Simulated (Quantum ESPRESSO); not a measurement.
A run of Quantum ESPRESSO 7.5:

File pw.in:

```
&CONTROL
  calculation = 'scf'
  prefix = 'pwscf'
  outdir = './tmp'
  pseudo_dir = './pseudo'
  tprnfor = .true.
  tstress = .true.
  disk_io = 'low'
/
&SYSTEM
  ibrav = 0
  A = 3.12728298
  nat = 2
  ntyp = 2
  ecutwfc = 56
  ecutrho = 448
  nbnd = 15
  occupations = 'smearing'
  smearing = 'mv'
  degauss = 0.01469973
/
&ELECTRONS
  conv_thr = 4d-10
  electron_maxstep = 120
  mixing_beta = 0.5
/
ATOMIC_SPECIES
Ta   180.9479 ta_pbe_v1.uspp.F.UPF
N     14.0070 n_pbe_v1.2.uspp.F.UPF
CELL_PARAMETERS alat
   0.0000000000    0.7071067806    0.7071067806
   0.7071067806    0.0000000000    0.7071067806
   0.7071067806    0.7071067806    0.0000000000
ATOMIC_POSITIONS alat
Ta     0.7071067806    0.7071067806    0.7071067806
N      0.0000000000    0.0000000000    0.0000000000
K_POINTS automatic
7 7 7 0 0 0
```

File scf2.in:

```
&CONTROL
  calculation = 'scf'
  prefix = 'pwscf'
  outdir = './tmp'
  pseudo_dir = './pseudo'
  tprnfor = .true.
  tstress = .true.
  disk_io = 'low'
/
&SYSTEM
  ibrav = 0
  A = 3.12728298
  nat = 2
  ntyp = 2
  ecutwfc = 56
  ecutrho = 448
  nbnd = 15
  occupations = 'smearing'
  smearing = 'mv'
  degauss = 0.01469973
/
&ELECTRONS
  conv_thr = 1d-13
  electron_maxstep = 120
  mixing_beta = 0.5
  startingpot = 'file'
  startingwfc = 'file'
/
ATOMIC_SPECIES
Ta   180.9479 ta_pbe_v1.uspp.F.UPF
N     14.0070 n_pbe_v1.2.uspp.F.UPF
CELL_PARAMETERS alat
   0.0000000000    0.7071067806    0.7071067806
   0.7071067806    0.0000000000    0.7071067806
   0.7071067806    0.7071067806    0.0000000000
ATOMIC_POSITIONS alat
Ta     0.7071067806    0.7071067806    0.7071067806
N      0.0000000000    0.0000000000    0.0000000000
K_POINTS automatic
7 7 7 0 0 0
```

ph.in

```
phonons of TaN
&INPUTPH
  prefix = 'pwscf'
  outdir = './tmp'
  tr2_ph = 1d-18
  fildyn = 'dyn'
  niter_ph = 90
  alpha_mix(1) = 0.4
/
0.0000000000 0.0000000000 0.0000000000
```

dynmat.in

```
&INPUT
  fildyn = 'dyn'
  asr = 'crystal'
  filout = 'dynmat.disp'
  fileig = 'dynmat.eig'
/
```

Potentials or basis: GBRV 1.5 PBE.

The run is started by

```bash
$ OMP_NUM_THREADS=1 pw.x -in pw.in > pw.out
$ OMP_NUM_THREADS=1 pw.x -in scf2.in > scf2.out
$ OMP_NUM_THREADS=1 ph.x -in ph.in > ph.out
$ OMP_NUM_THREADS=1 dynmat.x -in dynmat.in > dynmat.out
```

Hardware: 1 thread of Arm Neoverse V1 (shared host).

Problem. Estimate the wall time of this run.

Solution. It took 120 s on 1 thread of Arm Neoverse V1, on a shared host, peak memory 0.19 GiB. Counts: scf iterations 15, k pools 1, bands 15, k points 20, g dense 23409.
